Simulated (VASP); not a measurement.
# Si (Fd-3m) in VASP: notebook

Runs on Si. Level: PBE. Tasks: single point, relaxation of cell and atoms.

Program: VASP 6.6.1. These are calculated values, not measurements. Logs are shortened: lines on timing, memory, paths and dates and some standing lists are left out, and cuts for length are marked.

## (1) The structure

Symmetry: Fd-3m, No. 227, cubic system. The conventional cell has a = 5.470 Å, b = 5.470 Å, c = 5.470 Å, α = 90.00°, β = 90.00°, γ = 90.00°. Around Si (site symmetry -43m) lie 4 Si at 2.37 Å.

## (2) Single point, PBE

The input, INCAR:

```
ALGO = Fast ; EDIFF = 1E-6
ENCUT = 520 ; GGA = PE
ISIF = 2 ; ISMEAR = 0
LASPH = True ; LCHARG = False
LREAL = False ; LWAVE = False
NBANDS = 11 ; NELM = 100
PREC = Accurate ; SIGMA = 0.02
```

The input, KPOINTS:

```
k-points
0
Gamma
  8 8 8
```

The input, POSCAR:

```
Si
1.0
    0.0000000000      2.7350468771      2.7350468771
    2.7350468771      0.0000000000      2.7350468771
    2.7350468771      2.7350468771      0.0000000000
Si
2
Direct
    0.7500000000      0.7500000000      0.7500000000
    0.5000000000      0.5000000000      0.5000000000
```

Potentials or basis: VASP PAW PBE potentials, release 64 (Si).

On the command line:

```sh
> cat potpaw_PBE.64/Si/POTCAR > POTCAR
> mpirun -np 1 vasp_std > vasp.out
```

OUTCAR:

```text
EDIFF = 1E-6
   ENCUT = 520
   GGA = PE
   ISIF = 2
   ISMEAR = 0
   LASPH = True
   LREAL = False
   NELM = 100
   PREC = Accurate

 ion  position               nearest neighbor table
   1  0.750  0.750  0.750-   2 2.37   2 2.37   2 2.37   2 2.37
   2  0.500  0.500  0.500-   1 2.37   1 2.37   1 2.37   1 2.37

  LATTYP: Found a face centered cubic cell.
 ALAT       =     5.4700937542

  Lattice vectors:

 A1 = (   0.0000000000,   2.7350468771,   2.7350468771)
 A2 = (   2.7350468771,   0.0000000000,   2.7350468771)
 A3 = (   2.7350468771,   2.7350468771,   0.0000000000)

Analysis of symmetry for initial positions (statically):
=====================================================================
 Subroutine PRICEL returns:
 Original cell was already a primitive cell.

 Routine SETGRP: Setting up the symmetry group for a
 face centered cubic supercell.

 Subroutine GETGRP returns: Found 48 space group operations
 (whereof 24 operations were pure point group operations)
 out of a pool of 48 trial point group operations.

The static configuration has the point symmetry T_d .
 The point group associated with its full space group is O_h .

Analysis of symmetry for dynamics (positions and initial velocities):
=====================================================================
 Subroutine PRICEL returns:
 Original cell was already a primitive cell.

 Routine SETGRP: Setting up the symmetry group for a
 face centered cubic supercell.

 Subroutine GETGRP returns: Found 48 space group operations
 (whereof 24 operations were pure point group operations)
 out of a pool of 48 trial point group operations.

The dynamic configuration has the point symmetry T_d .
 The point group associated with its full space group is O_h .

 Subroutine INISYM returns: Found 48 space group operations
 (whereof 24 operations are pure point group operations),
 and found     1 'primitive' translations

----------------------------------------------------------------------------------------

                                     Primitive cell

  volume of cell :      40.9189

  direct lattice vectors                    reciprocal lattice vectors
     0.000000000  2.735046877  2.735046877    -0.182812223  0.182812223  0.182812223
     2.735046877  0.000000000  2.735046877     0.182812223 -0.182812223  0.182812223
     2.735046877  2.735046877  0.000000000     0.182812223  0.182812223 -0.182812223

  length of vectors
     3.867940387  3.867940387  3.867940387     0.316640059  0.316640059  0.316640059

  position of ions in fractional coordinates (direct lattice)
[... 91 lines left out ...]
   NUPDOWN=      -1.0000    fix difference up-down
   EMIN   =  10.00;   EMAX   =-10.00  energy-range for DOS
   EFERMI =   0.00;   METHOD = LEGACY
   ISMEAR =     0;   SIGMA  =   0.02  broadening in eV -4-tet -1-fermi 0-gaus
   EFERMI_NEDOS =   21; number of points for ismear=-14 and -15
   IALGO  =     68    algorithm
   IMIX   =      4    mixing-type and parameters
     AMIX     =   0.40;   BMIX     =  1.00
     AMIX_MAG =   1.60;   BMIX_MAG =  1.00
  volume/ion in A,a.u.               =      20.46       138.07
  Fermi-wavevector in a.u.,A,eV,Ry     =   0.950160  1.795542 12.283393  0.902804
  Thomas-Fermi vector in A             =   2.078511
   LORBIT       =      0    0 simple, 1 ext, 2 COOP (PROOUT), +10 PAW based schemes
   GGA     = PE    functional components
   LHFCALC =     F    Hartree Fock is set to
   AEXX    =    0.0000 exact exchange contribution
   IVDW    =     0    specifies the selected vdW correction
   LEPSILON=     F    determine dielectric tensor
   LRPA    =     F    only Hartree local field effects (RPA)
 non-spin polarized calculation
 RMM-DIIS sequential band-by-band and
 Gauss-broadening in eV      SIGMA  =   0.02
  energy-cutoff  :      520.00
  volume of cell :       40.92
 maximum number of plane-waves:      1124
 NGX is ok and might be reduce to    30
   NGX = 15   NGY = 15   NGZ = 15

 number of electron       8.0000001 magnetization

 Free energy of the ion-electron system (eV)
  ---------------------------------------------------
  ext. energy  EPLUGINS =         0.00000000
  ---------------------------------------------------
  free energy    TOTEN  =       -10.84608198 eV

  energy without entropy =      -10.84608198  energy(sigma->0) =      -10.84608198

 E-fermi :   5.7183     XC(G=0):  -9.3234

 val. band max:        5.6104029561   @ k =   0.0000   0.0000   0.0000
 cond. band min:       6.2613921424   @ k =   0.3750   0.3750   0.0000
 fundamental gap:      0.6509891863
 Fermi energy:         5.7183207805

 k-point     1 :       0.0000    0.0000    0.0000
  band No.  band energies     occupation
      1      -6.1995      2.00000
      2       5.6104      2.00000
      3       5.6104      2.00000
      4       5.6104      2.00000
      5       8.1663      0.00000
      6       8.1663      0.00000
      7       8.1663      0.00000
      8       8.7358      0.00000
      9      13.3183      0.00000
     10      13.3183      0.00000
     11      13.4846      0.00000
[... 309 lines left out ...]
 k-point    24 :      -0.3750    0.2500    0.1250
  band No.  band energies     occupation
      1      -3.3930      2.00000
      2      -1.0945      2.00000
      3       2.2248      2.00000
      4       3.5012      2.00000
      5       8.6323      0.00000
      6       8.7567      0.00000
      7      11.4549      0.00000
      8      12.6747      0.00000
      9      12.9144      0.00000
     10      16.1156      0.00000
     11      17.1588      0.00000

 [... further k-points ...]

------------------------ aborting loop because EDIFF is reached ----------------------------------------

  FORCE on cell =-STRESS in cart. coord.  units (eV):
  Direction    XX          YY          ZZ          XY          YZ          ZX
  --------------------------------------------------------------------------------------
  -------------------------------------------------------------------------------------
  Total       -0.0183712     -0.0183712     -0.0183712      0.0000000      0.0000000      0.0000000
  in kB       -0.7193211     -0.7193211     -0.7193211      0.0000000      0.0000000      0.0000000
  external PRESSURE =      -0.7193211 kB  Pullay stress =       0.0000000 kB

 VOLUME and BASIS-vectors are now :
 -----------------------------------------------------------------------------
  energy-cutoff  :      520.00
  volume of cell :       40.92
      direct lattice vectors                 reciprocal lattice vectors
     0.000000000  2.735046877  2.735046877    -0.182812223  0.182812223  0.182812223
     2.735046877  0.000000000  2.735046877     0.182812223 -0.182812223  0.182812223
     2.735046877  2.735046877  0.000000000     0.182812223  0.182812223 -0.182812223

 POSITION                                       TOTAL-FORCE (eV/Angst)
 -----------------------------------------------------------------------------------
      4.10257      4.10257      4.10257         0.000000     -0.000000     -0.000000
      2.73505      2.73505      2.73505         0.000000      0.000000      0.000000
 -----------------------------------------------------------------------------------
    total drift:                                0.000000     -0.000000     -0.000000

  FREE ENERGIE OF THE ION-ELECTRON SYSTEM (eV)
  ---------------------------------------------------
  free  energy   TOTEN  =       -10.8460819774 eV

  energy  without entropy=      -10.8460819774  energy(sigma->0) =      -10.84608198
```

stdout:

```text
POSCAR found type information on POSCAR Si
 POSCAR found :  1 types and       2 ions
 scaLAPACK will be used
 LDA part: xc-table for (Slater+PW92), standard interpolation
 POSCAR, INCAR and KPOINTS ok, starting setup
 FFT: planning ... GRIDC
 FFT: planning ... GRID_SOFT
 FFT: planning ... GRID
 WAVECAR not read
 entering main loop
```

Run time: 14 s. Hardware: 1 thread of Intel Xeon Platinum 8488C (Sapphire Rapids), shared host; peak memory 0.15 GiB.

Results:

```
Free energy            : -10.8461 eV
Pressure               : -0.1 GPa
Band gap on the k mesh : 0.65 eV, indirect (least direct gap 2.56 eV)
```

Levels at points of the mesh, in eV from the valence-band top:
| k point | band 1 | band 2 | band 3 | band 4 | band 5 | band 6 | band 7 | band 8 | band 9 |
| --- | --- | --- | --- | --- | --- | --- | --- | --- | --- |
| (0.00, 0.00, 0.00) | -11.81 | 0.00 | 0.00 | 0.00 | 2.56 | 2.56 | 2.56 | 3.13 | 7.71 |
| (0.50, 0.00, 0.00) | -9.53 | -6.87 | -1.18 | -1.18 | 1.46 | 3.35 | 3.35 | 7.70 | 10.49 |
| (0.50, 0.50, 0.00) | -7.74 | -7.74 | -2.79 | -2.79 | 0.75 | 0.75 | 9.93 | 9.93 | 10.90 |

## (3) Relaxation of cell and atoms, PBE

This run uses another cell than the first one, of 20.16 Å³/atom, 0.986 times its volume.

The input, INCAR:

```
SYSTEM = Si
PREC = Accurate
ENCUT = 600
EDIFF = 1E-7
ISMEAR = 0
SIGMA = 0.02
LREAL = .False.
LASPH = .True.
NELM = 100
ALGO = Fast
ISIF = 3
LWAVE = .False.
LCHARG = .False.
GGA = PE
IBRION = 2
NSW = 100
EDIFFG = -0.002
```

The input, KPOINTS:

```
regular mesh
0
Gamma
  8 8 8
  0 0 0
```

The input, POSCAR:

```
Si
1.0
    0.0000000000      2.7218511900      2.7218511900
    2.7218511900      0.0000000000      2.7218511900
    2.7218511900      2.7218511900      0.0000000000
Si
2
Direct
    0.7500000000      0.7500000000      0.7500000000
    0.5000000000      0.5000000000      0.5000000000
```

Potentials or basis: VASP PAW PBE potentials, release 64 (Si).

On the command line:

```sh
> cat potpaw_PBE.64/Si/POTCAR > POTCAR
> mpirun -np 1 vasp_std > vasp.out
```

Run time: 22 s. Hardware: 1 thread of Intel Xeon Platinum 8488C (Sapphire Rapids), shared host; peak memory 0.17 GiB.

Results (log left out):

```yaml
Free_energy: -10.8462 eV
Relaxed_volume: 20.44 Å³/atom
Relaxed_cell: a = 3.867 Å, b = 3.867 Å, c = 3.867 Å, α = 60.00°, β = 60.00°, γ = 60.00°
Space_group_after_relaxing_to_0.05_Å: Fd-3m (No. 227)
Energy_gained_by_relaxing: 1.1 meV/atom
Ionic_steps: 3
Pressure_after_relaxing: 0.0 GPa
Band_gap_on_the_k_mesh: 0.65 eV, indirect (least direct gap 2.56 eV)
```

The path:
```csv
step,energy change (eV),largest force (eV/Å),pressure (GPa),volume (Å³)
1,0.0000,0.0000,1.27,40.33
2,-0.0012,0.0000,-0.80,41.27
3,-0.0022,0.0000,0.01,40.89
```

Final structure:
```cif
data_structure
_symmetry_space_group_name_H-M 'P 1'
_symmetry_Int_Tables_number 1
_cell_length_a 3.8670
_cell_length_b 3.8670
_cell_length_c 3.8670
_cell_angle_alpha 60.000
_cell_angle_beta 60.000
_cell_angle_gamma 60.000
_cell_volume 40.89
loop_
_atom_site_label
_atom_site_type_symbol
_atom_site_fract_x
_atom_site_fract_y
_atom_site_fract_z
_atom_site_occupancy
Si1 Si 0.75000 0.75000 0.75000 1
Si2 Si 0.50000 0.50000 0.50000 1
```

Levels at points of the mesh, in eV from the valence-band top:
```tsv
k point	band 1	band 2	band 3	band 4	band 5	band 6	band 7	band 8
(0.00, 0.00, 0.00)	-11.81	0.00	0.00	0.00	2.56	2.56	2.56	3.13
(0.50, 0.00, 0.00)	-9.54	-6.87	-1.18	-1.18	1.47	3.35	3.35	7.70
(0.50, 0.50, 0.00)	-7.75	-7.75	-2.79	-2.79	0.75	0.75	9.94	9.94
```

## (4) Single point, PBE

The input, INCAR:

```
PREC     = Accurate       # precision mode
ENCUT    = 520            # plane-wave cutoff, eV
EDIFF    = 1E-7           # SCF threshold, eV
ISMEAR   = 0              # smearing method
SIGMA    = 0.02           # smearing width, eV
LREAL    = False          # projectors in reciprocal space
LASPH    = True           # aspherical terms in the spheres
NELM     = 100            # most SCF steps
ALGO     = Normal         # electronic algorithm
ISIF     = 2              # what is computed and relaxed
LWAVE    = False          # write WAVECAR
LCHARG   = False          # write CHGCAR
GGA      = PE             # functional
NBANDS   = 11             # bands
```

The input, KPOINTS:

```
regular mesh
0
Gamma
  8 8 8
```

The input, POSCAR:

```
Si
1.0
    0.0000000000      2.7350468771      2.7350468771
    2.7350468771      0.0000000000      2.7350468771
    2.7350468771      2.7350468771      0.0000000000
Si
2
Direct
    0.7500000000      0.7500000000      0.7500000000
    0.5000000000      0.5000000000      0.5000000000
```

On the command line:

```sh
> cat potpaw_PBE.64/Si/POTCAR > POTCAR
> mpirun -np 1 vasp_std > vasp.out
```

It took 15 s on 1 thread of Intel Xeon Platinum 8488C (Sapphire Rapids), shared host; peak memory 0.15 GiB.

It converged, with:

```
Free energy            : -10.8461 eV
Pressure               : -0.1 GPa
Band gap on the k mesh : 0.65 eV, indirect (least direct gap 2.56 eV)
```

Levels at points of the mesh, in eV from the valence-band top:
```tsv
k point	band 1	band 2	band 3	band 4	band 5	band 6	band 7	band 8	band 9
(0.00, 0.00, 0.00)	-11.81	0.00	0.00	0.00	2.56	2.56	2.56	3.13	7.71
(0.50, 0.00, 0.00)	-9.53	-6.87	-1.18	-1.18	1.46	3.35	3.35	7.70	10.49
(0.50, 0.50, 0.00)	-7.74	-7.74	-2.79	-2.79	0.75	0.75	9.93	9.93	10.90
```
